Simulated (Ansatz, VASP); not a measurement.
## Si in VASP and in Ansatz

File POSCAR:

```
Si
1.0
    0.0000000000      2.7200000000      2.7200000000
    2.7200000000      0.0000000000      2.7200000000
    2.7200000000      2.7200000000      0.0000000000
Si
2
Direct
    0.0000000000      0.0000000000      0.0000000000
    0.2500000000      0.2500000000      0.2500000000
```

File INCAR.step1:

```
SYSTEM = Si
PREC = Accurate
ENCUT = 600
ISMEAR = 0
SIGMA = 0.02
LREAL = .False.
LASPH = .True.
NELM = 100
GGA = PE
ALGO = Normal
EDIFF = 1E-4
LWAVE = .True.
LCHARG = .False.
```

File INCAR.step2:

```
SYSTEM = Si
PREC = Accurate
ENCUT = 600
EDIFF = 1E-6
ISMEAR = 0
SIGMA = 0.02
LREAL = .False.
LASPH = .True.
NELM = 100
ALGO = Normal
ISIF = 3
LWAVE = .False.
LCHARG = .False.
METAGGA = R2SCAN
LMIXTAU = .True.
IBRION = 2
NSW = 100
EDIFFG = -0.002
ISTART = 1
```

The input KPOINTS:

```
regular mesh
0
Gamma
  10 10 10
  0 0 0
```

Input for Ansatz:

```yaml
crystal:
  lattice:
    - [0.0, 2.72, 2.72]
    - [2.72, 0.0, 2.72]
    - [2.72, 2.72, 0.0]
  atoms:
    - { symbol: Si, position: [0.0, 0.0, 0.0] }
    - { symbol: Si, position: [0.25, 0.25, 0.25] }
basis:
  ecutwfc: 500
kpoints:
  mp_grid: { grid: [10, 10, 10] }
hamiltonian:
  xc: r2scan
scf:
  occupations: { method: gaussian, width: 0.02 }
output:
  forces: true
  stress: true
  eigenvalues: true
  write_density: true
  write_potential: true
  elf: true
  volumetric_format: npy
relax:
  adjacent_minimum: "off"
  f_tol: 0.002
  max_steps: 80
  cell: { stress_tol: 0.02 }
```

The cell was built by a generator and needn't be a form met in nature.

Alike in both runs: task relaxation of cell and atoms; functional r2SCAN; k mesh 10 × 10 × 10; occupations gaussian, width 0.02 eV; no spin polarisation.

|  | VASP | Ansatz |
| --- | --- | --- |
| version | VASP 6.6.1 | Ansatz 0.2.0 |
| potentials or method | VASP PAW PBE potentials, release 64 (Si) | scalar-relativistic, plane waves, PAW |
| plane-wave cutoff (eV) | 600 | 500 |
| valence electrons in the cell | 8 | 8 |

Ansatz gave:

| Property | Result |
| --- | --- |
| gap on the k mesh at the Fermi level, each at its own relaxed structure (eV) | 0.78 |
| relaxed volume (Å³/atom) | 20.17 |
| relaxed cell length with the largest relative difference (Å) | 3.850 |

**Question.** Which values does VASP return?

**Answer.** gap on the k mesh at the Fermi level, each at its own relaxed structure (eV): 0.79; relaxed volume (Å³/atom): 20.12; relaxed cell length with the largest relative difference (Å): 3.847.

Caveats: the relaxation stopped at its first step, so nothing moved; the PAW data sets were made with another functional, which shifts forces and pressure a little (VASP). r2SCAN opens gaps a little over a GGA but as a rule still falls short of measured ones. A k mesh can miss the band edges.
